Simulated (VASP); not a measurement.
Hf, 2 atoms in the cell. Symmetry: P6_3/mmc, No. 194, hexagonal system. Conventional cell: a = 3.193 Å, b = 3.193 Å, c = 5.032 Å, α = 90.00°, β = 90.00°, γ = 120.00°. Hf (site symmetry -6m2) has 12 Hf at 3.12 to 3.19 Å as nearest neighbours. 

```yaml
Program: VASP 6.6.1
Task: relaxation of cell and atoms
Functional: r2SCAN
Potentials_or_basis: VASP PAW PBE potentials, release 64 (Hf_pv)
Cutoff: 600 eV
k_mesh: 18 × 18 × 9
Occupations: methfessel-paxton, width 0.1 eV
Spin: no spin polarisation
Further_INCAR_settings: ALGO = Normal; EDIFF = 1e-07; IBRION = 2; EDIFFG = -0.005; NSW = 90; ISIF = 3
```

Potentials or basis: VASP PAW PBE potentials, release 64 (Hf_pv).

Run with:

```bash
$ cat potpaw_PBE.64/Hf_pv/POTCAR > POTCAR
$ mpirun -np 1 vasp_std > vasp.out
```

Hardware: 1 thread of Intel(R) Xeon(R) 6975P-C (Granite Rapids), with other jobs on the host.

**Question.** Estimate the wall time of this run.

**Answer.** It took 6.6 min on 1 thread of Intel(R) Xeon(R) 6975P-C (Granite Rapids), with other jobs on the host, peak memory 0.29 GiB. Counts: scf iterations 26, k points 185, ion steps 1.
